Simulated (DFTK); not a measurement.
Write the native input for DFTK 0.8.2 that does the following.

```
Task                         : band structure
Functional                   : PBE
Potentials or basis          : SPMS 1.0 (PBE)
Cutoff                       : 1225 eV
k mesh                       : 12 × 12 × 12
Occupations                  : fermi-dirac, width 0.05 eV
Spin                         : collinear spin, ferromagnetic start
Starting moments             : [2.0] μB
Valence electrons            : V 13
SCF tolerance on the density : 1e-06
```

Crystal: V.

```
V
1.0
    -1.51435    1.51435    1.51435
     1.51435   -1.51435    1.51435
     1.51435    1.51435   -1.51435
V
1
Direct
  0.00000 0.00000 0.00000
```

One way to write it, as run:

run.jl

```julia
using DFTK
using PseudoPotentialData
using Unitful, UnitfulAtomic
using LinearAlgebra, Printf
include("save.jl")
disable_threading()

# lattice vectors are the columns
lattice = austrip(1u"Å") * [      -1.51435        1.51435        1.51435;
                  1.51435       -1.51435        1.51435;
                  1.51435        1.51435       -1.51435]
symbols   = [:V]
positions = [[0.0, 0.0, 0.0]]
pseudopotentials = Dict(:V => "V.upf")
elements = Dict(s => ElementPsp(s, pseudopotentials; rcut=10.0) for s in unique(symbols))
atoms    = [elements[s] for s in symbols]
magnetic_moments = [2.0]

build_model(lattice, positions; symmetries=true) =
    model_DFT(lattice, atoms, positions;
              functionals=PBE(),
              magnetic_moments,
              spin_polarization=:collinear,
              temperature=austrip(0.05u"eV"),
              smearing=Smearing.FermiDirac(),
              symmetries)
Ecut  = 45.0  # hartree
kgrid = [12, 12, 12]
tol   = 1e-6
to_GPa = ustrip(uconvert(u"GPa", 1u"hartree/bohr^3"))

model = build_model(lattice, positions)
basis = PlaneWaveBasis(model; Ecut, kgrid)
display(basis)
scfres = self_consistent_field(basis;
                               tol,
                               ρ=guess_density(basis, magnetic_moments),
                               nbandsalg=AdaptiveBands(model; n_bands_converge=12))
display(scfres.energies)
@printf "Fermi level: %.6f eV\n" ustrip(auconvert(u"eV", something(scfres.εF, NaN)))
forces = compute_forces_cart(scfres)
println("Forces (eV/Å)")
for (s, f) in zip(symbols, forces)
    @printf "%-3s %12.6f %12.6f %12.6f\n" s ustrip.(auconvert.(u"eV/Å", f))...
end
stress = compute_stresses_cart(scfres)
println("Stress (GPa)")
display(round.(stress * to_GPa; digits=4))
@printf "Total moment: %.4f μB\n" sum(spin_density(scfres.ρ)) * scfres.basis.dvol
println("Levels at the first k-point (eV): ", round.(ustrip.(auconvert.(u"eV", scfres.eigenvalues[1][1:scfres.n_bands_converge])); digits=4))
save_scf!(scfres; forces, stress)

points = Dict("G" => [0.0, 0.0, 0.0], "H" => [0.5, -0.5, 0.5], "P" => [0.25, 0.25, 0.25], "N" => [0.0, 0.0, 0.5])
segments = [("G", "H", 10), ("H", "N", 7), ("N", "G", 7), ("G", "P", 8), ("P", "H", 8), ("P", "N", 5)]
kcoords = vcat([[points[a] + t * (points[b] - points[a]) for t in range(0, 1, n)] for (a, b, n) in segments]...)
bands = compute_bands(scfres, ExplicitKpoints(kcoords); n_bands=14, tol=1e-5)
for (k, ε) in zip(bands.basis.kpoints, bands.eigenvalues)
    @printf "%d %8.4f %8.4f %8.4f " k.spin k.coordinate...
    println(join([@sprintf("%9.4f", e) for e in ustrip.(auconvert.(u"eV", ε .- scfres.εF))]))
end
results["band_energies"] = rows(bands.eigenvalues); results["band_kpoints"] = rows(kcoords)
```

Potentials or basis: SPMS 1.0 (PBE).

Run with:

```bash
$ julia --threads=1 run.jl  # save.jl only writes the numbers to a file and isn't shown; printed stress counts tension as positive; times include loading and compiling
```

Results of the run:

```
Pressure               : -5.2 GPa
Band gap on the k mesh : none (metal or under the smearing width)
Net moment             : 0.00 μB per cell
Absolute moment        : 0.00 μB per cell
```

Wall time 3 min on 1 thread of Intel(R) Xeon(R) Processor @ 2.70GHz, with other jobs on the host, peak memory 1.8 GiB.
